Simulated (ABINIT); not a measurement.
# WS2 in ABINIT: relaxation of cell and atoms with LDA

Aim: the relaxation of cell and atoms of WS2 with LDA.

Program: ABINIT 10.8.3 (patched build). These are calculated values, not measurements. Logs are shortened: lines on timing, memory, paths and dates and some standing lists are left out, and cuts for length are marked. The log counts tension as positive stress, the text compression.

### Step 1. The structure

The cell holds a slab with vacuum, 3 atoms: a = 3.184 Å, b = 3.184 Å, c = 16.951 Å, α = 90.00°, β = 90.00°, γ = 120.00°.

### Step 2. Relaxation of cell and atoms, LDA

The input, run.abi:

```
# Pseudopotentials
pp_dirpath "./"
pseudos "W.LDA_PW-JTH.xml, S.LDA_PW-JTH.xml"

# Structure
acell 6.0159740246 6.0159740245 32.0319498662
rprim
     1.0000000000     0.0000000000     0.0000000000
    -0.5000000000     0.8660254038     0.0000000000
     0.0000000000     0.0000000000     1.0000000000
ntypat 2
znucl 74 16
natom 3
typat 1 2 2
xred
     0.0000000000     0.0000000000     0.0000000000
     0.3333333333     0.6666666667     0.0920005100
     0.3333333333     0.6666666667     0.9079994900
chkprim 0
chksymtnons 0
tolsym 1.0e-6

# Plane-wave basis
ecut 20.0
pawecutdg 40.0
pawovlp -1

# k points
kptopt 1
ngkpt 10 10 2
nshiftk 1
shiftk 0.0 0.0 0.0

# Exchange and correlation
ixc 7

# Bands and occupations
nband 17
occopt 3
tsmear 0.00183747

# SCF cycle
nstep 100
tolvrs 1.0e-9

# Output
iomode 3
prtwf 0
prtden 0
prteig 0
prtebands 0
enunit 2

# Relaxation
ionmov 22
ntime 60
tolmxf 0.0001
optcell 2
dilatmx 1.08
ecutsm 0.5
```

Potentials or basis: JTH PAW LDA v2.0.

On the command line:

```sh
$ abinit run.abi > log 2>&1
```

run.abo:

```text
.Version 10.8.3 of ABINIT
 Symmetries : space group P-6 m 2 (#187); Bravais hP (primitive hexag.)
================================================================================
 Values of the parameters that define the memory need of the present run
     intxc =       0    ionmov =      22      iscf =      17    lmnmax =      18
     lnmax =       6     mgfft =     144  mpssoang =       3    mqgrid =    9850
     natom =       3  nloc_mem =       2    nspden =       1   nspinor =       1
    nsppol =       1      nsym =      12    n1xccc =       1    ntypat =       2
    occopt =       3   xclevel =       1
       mpw =        5453          nfft =      129600          nkpt =          28
 PAW method is used; the additional fine FFT grid is defined by:
   mgfftf=       200    nfftf =    320000
================================================================================
================================================================================

--------------------------------------------------------------------------------
------------- Echo of variables that govern the present computation ------------
--------------------------------------------------------------------------------
 -outvars: echo values of preprocessed input variables --------
            acell      6.0159740246E+00  6.0159740245E+00  3.2031949866E+01 Bohr
              amu      1.83850000E+02  3.20660000E+01
          chkprim           0
      chksymtnons           0
          dilatmx      1.08000000E+00
             ecut      2.00000000E+01 Hartree
           ecutsm      5.00000000E-01 Hartree
           enunit           2
           ionmov          22
              ixc           7
         kptrlatt       10    0    0      0   10    0      0    0    2
          kptrlen      6.01597402E+01
            natom           3
            nband          17
            ngfft          30      30     144
          ngfftdg          40      40     200
             nkpt          28
            nstep         100
             nsym          12
            ntime          60
           ntypat           2
           occopt           3
          optcell           2
        pawecutdg      4.00000000E+01 Hartree
          pawovlp     -1.0000000000E+00
           prtden           0
        prtebands           0
           prteig           0
            prtwf           0
            rprim      1.0000000000E+00  0.0000000000E+00  0.0000000000E+00
                      -5.0000000000E-01  8.6602540380E-01  0.0000000000E+00
                       0.0000000000E+00  0.0000000000E+00  1.0000000000E+00
          spgroup         187
           tolmxf      1.00000000E-04
           tolsym      1.00000000E-06
           tolvrs      1.00000000E-09
           tsmear      1.83747000E-03 Hartree
            typat      1  2  2
           useylm           1
           xangst      0.0000000000E+00  0.0000000000E+00  0.0000000000E+00
                       1.7639339572E-11  1.8380040234E+00  1.5594618096E+00
                       1.7639339572E-11  1.8380040234E+00  1.5391116069E+01
            xcart      0.0000000000E+00  0.0000000000E+00  0.0000000000E+00
                       3.3333520833E-11  3.4733242225E+00  2.9469557240E+00
                       3.3333520833E-11  3.4733242225E+00  2.9084994142E+01
             xred      0.0000000000E+00  0.0000000000E+00  0.0000000000E+00
                       3.3333333333E-01  6.6666666667E-01  9.2000510000E-02
                       3.3333333333E-01  6.6666666667E-01  9.0799949000E-01
            znucl       74.00000   16.00000

================================================================================

 chkinp: Checking input parameters for consistency.

================================================================================
== DATASET  1 ==================================================================

--- !DatasetInfo
iteration_state: {dtset: 1, }
dimensions: {natom: 3, nkpt: 28, mband: 17, nsppol: 1, nspinor: 1, nspden: 1, mpw: 5453, }
cutoff_energies: {ecut:  20.0, pawecutdg:  40.0, }
electrons: {nelect:   2.60000000E+01, charge:   0.00000000E+00, occopt:   3.00000000E+00, tsmear:   1.83747000E-03, }
meta: {optdriver: 0, ionmov: 22, optcell: 2, iscf: 17, paral_kgb: 0, }
...

 Exchange-correlation functional for the present dataset will be:
  LDA: Perdew-Wang 92 LSD fit to Ceperley-Alder data - ixc=7
  J.P.Perdew and Y.Wang, PRB 45, 13244 (1992)

[... 37 lines left out ...]
================================================================================

=== [ionmov=22] Limited-memory Broyden-Fletcher-Goldfarb-Shanno method
================================================================================

--- Iteration: ( 1/60) Internal Cycle: (1/1)
--------------------------------------------------------------------------------

---SELF-CONSISTENT-FIELD CONVERGENCE--------------------------------------------
[... 741 lines left out ...]
 Difference of energy with previous step (new-old):
           Absolute (Ha)=-7.19685E-07
           Relative     =-7.98144E-09

 At Broyd/MD step   6, gradients are converged :
  max grad (force/stress) = 3.8217E-05 < tolmxf= 1.0000E-04 ha/bohr (free atoms)

================================================================================

 ----iterations are completed or convergence reached----

 Mean square residual over all n,k,spin=   76.883E-14; max=  13.092E-12
 reduced coordinates (array xred) for    3 atoms
       0.000000000000     -0.000000000000      0.000000000000
       0.333333333333      0.666666666667      0.092912087438
       0.333333333333      0.666666666667      0.907087912562
 rms dE/dt=  2.1435E-04; max dE/dt=  4.5471E-04; dE/dt below (all hartree)
    1       0.000000000000      0.000000000000      0.000000000000
    2       0.000000000000     -0.000000000000      0.000454714288
    3      -0.000000000000     -0.000000000000     -0.000454714288

 cartesian coordinates (angstrom) at end:
    1      0.00000000000000    -0.00000000000000     0.00000000000000
    2      0.00000000001733     1.80529200968532     1.56010583751215
    3      0.00000000001733     1.80529200968532    15.23109841300904

 cartesian forces (hartree/bohr) at end:
    1     -0.00000000000000    -0.00000000000000    -0.00000000000000
    2     -0.00000000000000    -0.00000000000000    -0.00001433038603
    3      0.00000000000000     0.00000000000000     0.00001433038603
 frms,max,avg= 6.7554088E-06 1.4330386E-05   0.000E+00  0.000E+00  0.000E+00 h/b

 cartesian forces (eV/Angstrom) at end:
    1     -0.00000000000000    -0.00000000000000    -0.00000000000000
    2     -0.00000000000000    -0.00000000000000    -0.00073689807764
    3      0.00000000000000     0.00000000000000     0.00073689807764
 frms,max,avg= 3.4737709E-04 7.3689808E-04   0.000E+00  0.000E+00  0.000E+00 e/A
 length scales=  5.908904278123  5.908904278105 31.730777357664 bohr
              =  3.126857483269  3.126857483259 16.791204250521 angstroms
 Fermi (or HOMO) energy (hartree) =  -0.00928   Average Vxc (hartree)=  -0.17687
 Eigenvalues (hartree) for nkpt=  28  k points:
 kpt#   1, nband= 17, wtk=  0.00500, kpt=  0.0000  0.0000  0.0000 (reduced coord)
  -2.76010   -1.44743   -1.43950   -1.43950   -0.59395   -0.52954   -0.28502   -0.14998
  -0.14998   -0.12555   -0.10176   -0.10176   -0.05032    0.06743    0.06743    0.07443
   0.07443
      occupation numbers for kpt#   1
   2.00000    2.00000    2.00000    2.00000    2.00000    2.00000    2.00000    2.00000
   2.00000    2.00000    2.00000    2.00000    2.00000    0.00000    0.00000    0.00000
   0.00000
 prteigrs : prtvol=0 or 1, do not print more k-points.

 Fermi (or HOMO) energy (eV) =  -0.25258   Average Vxc (eV)=  -4.81296
 Eigenvalues (   eV  ) for nkpt=  28  k points:
 kpt#   1, nband= 17, wtk=  0.00500, kpt=  0.0000  0.0000  0.0000 (reduced coord)
 -75.10628  -39.38656  -39.17085  -39.17085  -16.16209  -14.40947   -7.75585   -4.08117
  -4.08117   -3.41636   -2.76912   -2.76912   -1.36933    1.83482    1.83482    2.02532
   2.02532
 prteigrs : prtvol=0 or 1, do not print more k-points.

--- !EnergyTerms
iteration_state     : {dtset: 1, itime: 6, icycle: 1, }
comment             : Components of total free energy in Hartree
kinetic             :  1.58680829031012E+01
hartree             :  2.22498396261342E+02
xc                  : -1.50197384210285E+01
Ewald energy        :  1.44508542062957E+02
psp_core            :  1.40724721373295E+00
local_psp           : -4.66901652505262E+02
PAW spherical_terms :  7.46925311881197E+00
internal            : -9.01698693663443E+01
'-kT*entropy'       : -2.93225737516206E-12
total_energy        : -9.01698693663473E+01
total_energy_eV     : -2.45364714307733E+03
...

--- !EnergyTermsDC
iteration_state     : {dtset: 1, itime: 6, icycle: 1, }
comment             : '"Double-counting" decomposition of free energy'
band_energy         : -1.85879742436061E+01
Ewald energy        :  1.44508542062957E+02
psp_core            :  1.40724721373295E+00
xc_dc               : -2.25583467413514E+02
PAW spherical_terms :  8.08579776718427E+00
internal            : -9.01698546132459E+01
'-kT*entropy'       : -2.93225737516206E-12
total_energy_dc     : -9.01698546132488E+01
total_energy_dc_eV  : -2.45364674162506E+03
...

--- !EnergyTermsWithPAWCore
iteration_state     : {dtset: 1, itime: 6, icycle: 1, }
comment             : 'Components of total free energy, including PAW core contributions'
Total energy        : -1.69296643448829E+04
Total energy DC     : -1.69296643301298E+04
Total energy (eV)   : -4.60679635503421E+05
Total energy DC (eV): -4.60679635101969E+05
...

 rms coord change=  4.2972E-04   atom, delta coord (reduced):
     1        0.000000000000     -0.000000000000      0.000000000000
     2        0.000000000000      0.000000000000      0.000911577438
     3        0.000000000000      0.000000000000     -0.000911577438

 Cartesian components of stress tensor (hartree/bohr^3)
  sigma(1 1)= -3.82173500E-07  sigma(3 2)=  0.00000000E+00
  sigma(2 2)= -3.82173504E-07  sigma(3 1)=  0.00000000E+00
  sigma(3 3)=  1.69805695E-07  sigma(2 1)= -1.40725090E-14

-Cartesian components of stress tensor (GPa)         [Pressure=  5.8307E-03 GPa]
- sigma(1 1)= -1.12439326E-02  sigma(3 2)=  0.00000000E+00
- sigma(2 2)= -1.12439327E-02  sigma(3 1)=  0.00000000E+00
- sigma(3 3)=  4.99585602E-03  sigma(2 1)= -4.14027510E-10

== END DATASET(S) ==============================================================
================================================================================

 -outvars: echo values of variables after computation  --------
            acell      5.9089042781E+00  5.9089042781E+00  3.1730777358E+01 Bohr
           etotal     -9.0169854613E+01
            fcart     -3.0379520990E-29 -2.8063399394E-28 -0.0000000000E+00
                      -7.5948802474E-29 -4.3849061552E-29 -1.4330386025E-05
                       1.0632832346E-28  3.2448305549E-28  1.4330386025E-05
            rprim      1.0000000000E+00  0.0000000000E+00  0.0000000000E+00
                      -4.9999999999E-01  8.6602540379E-01  0.0000000000E+00
                       0.0000000000E+00  0.0000000000E+00  1.0000000000E+00
           strten     -3.8217350018E-07 -3.8217350413E-07  1.6980569479E-07
                       0.0000000000E+00  0.0000000000E+00 -1.4072509043E-14
           xangst      9.8507028694E-28 -1.4979591818E-27  5.8444538877E-20
                       1.7325221428E-11  1.8052920097E+00  1.5601058375E+00
                       1.7325221428E-11  1.8052920097E+00  1.5231098413E+01
             xred      3.8448554423E-29 -5.5317336429E-28  3.4806639241E-21
                       3.3333333333E-01  6.6666666667E-01  9.2912087438E-02
                       3.3333333333E-01  6.6666666667E-01  9.0708791256E-01
 Calculation completed.
```

Run time: 17 min. Hardware: 1 thread of Arm Neoverse V2, shared host; peak memory 0.23 GiB.

Results:

| Property | Result |
| --- | --- |
| Free energy | -2453.6467 eV |
| Relaxed volume | 47.39 Å³/atom |
| Relaxed cell | a = 3.127 Å, b = 3.127 Å, c = 16.791 Å, α = 90.00°, β = 90.00°, γ = 120.00° |
| Space group after relaxing (to 0.05 Å) | P-6m2 (No. 187) |
| Energy gained by relaxing | 13.5 meV/atom |
| Ionic steps | 6 |
| Band gap on the k mesh | 2.27 eV, indirect (least direct gap 2.35 eV) |
| Valence electrons inside the program's atomic spheres | W 11.85; S 3.62 |

Step by step:
| step | energy change (eV) | largest force (eV/Å) | pressure (GPa) | volume (Å³) |
| --- | --- | --- | --- | --- |
| 1 | 0.0000 | 0.4064 | -2.05 | 148.77 |
| 2 | -0.0138 | 0.2276 | -1.53 | 147.85 |
| 3 | -0.0354 | 0.1710 | -0.09 | 144.31 |
| 4 | -0.0396 | 0.1025 | 0.07 | 142.84 |
| 5 | -0.0405 | 0.0141 | -0.04 | 142.23 |
| 6 | -0.0405 | 0.0007 | 0.01 | 142.18 |

Final structure:
```
CELL_PARAMETERS angstrom
3.12686 0.00000 0.00000
-1.56343 2.70794 0.00000
0.00000 0.00000 16.79120
ATOMIC_POSITIONS crystal
W 0.00000 0.00000 0.00000
S 0.33333 0.66667 0.09291
S 0.33333 0.66667 0.90709
```

Caveat: spin-orbit coupling is left out, which moves the levels of the heavy elements.
